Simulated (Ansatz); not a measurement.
Co:

```xyz
4
Lattice="2.4706 0.0000 0.0000 -1.2353 2.1396 0.0000 0.0000 0.0000 8.0882" Properties=species:S:1:pos:R:3 pbc="T T T"
Co    1.2353    0.7132    6.0662
Co    0.0000    0.0000    4.0441
Co    0.0000    1.4264    2.0221
Co    0.0000    0.0000    0.0000
```

* Program: Ansatz 0.2.0
* Task: relaxation of cell and atoms
* Functional: PBE
* Potentials or basis: Ansatz PAW
* Cutoff: 420 eV (not typed: the program's choice for these potentials)
* k mesh: 12 × 12 × 4
* Occupations: fermi-dirac, width 0.05 eV
* Spin: collinear spin, ferromagnetic start
* Starting moments: [2.0, 2.0, 2.0, 2.0] μB

At the start: volume 10.69 Å³/atom.

**Question.** Where does the relaxation end?

**Answer.** It ends after 7 steps and the volume is 10.92 Å³/atom (+2.1 %); space group P6_3/mmc (No. 194, to 0.05 Å); moment 6.67 μB per cell.

The path:
```csv
step,energy change (eV),largest force (eV/Å),volume (Å³)
1,0.0000,0.0000,42.75
2,-0.0124,0.0000,43.23
3,-0.0160,0.0000,43.64
4,-0.0160,0.0000,43.65
5,-0.0172,0.0000,43.65
6,-0.0172,0.0000,43.66
7,-0.0172,0.0000,43.66
```

Final structure:
```cif
data_structure
_symmetry_space_group_name_H-M 'P 1'
_symmetry_Int_Tables_number 1
_cell_length_a 2.4981
_cell_length_b 2.4981
_cell_length_c 8.0788
_cell_angle_alpha 90.000
_cell_angle_beta 90.000
_cell_angle_gamma 120.000
_cell_volume 43.66
loop_
_atom_site_label
_atom_site_type_symbol
_atom_site_fract_x
_atom_site_fract_y
_atom_site_fract_z
_atom_site_occupancy
Co1 Co 0.66667 0.33333 0.75000 1
Co2 Co 0.00000 0.00000 0.50000 1
Co3 Co 0.33333 0.66667 0.25000 1
Co4 Co 0.00000 0.00000 0.00000 1
```

Caveat: the plane-wave basis is chosen anew once the cell has moved, so the energies of steps on either side of that aren't comparable.
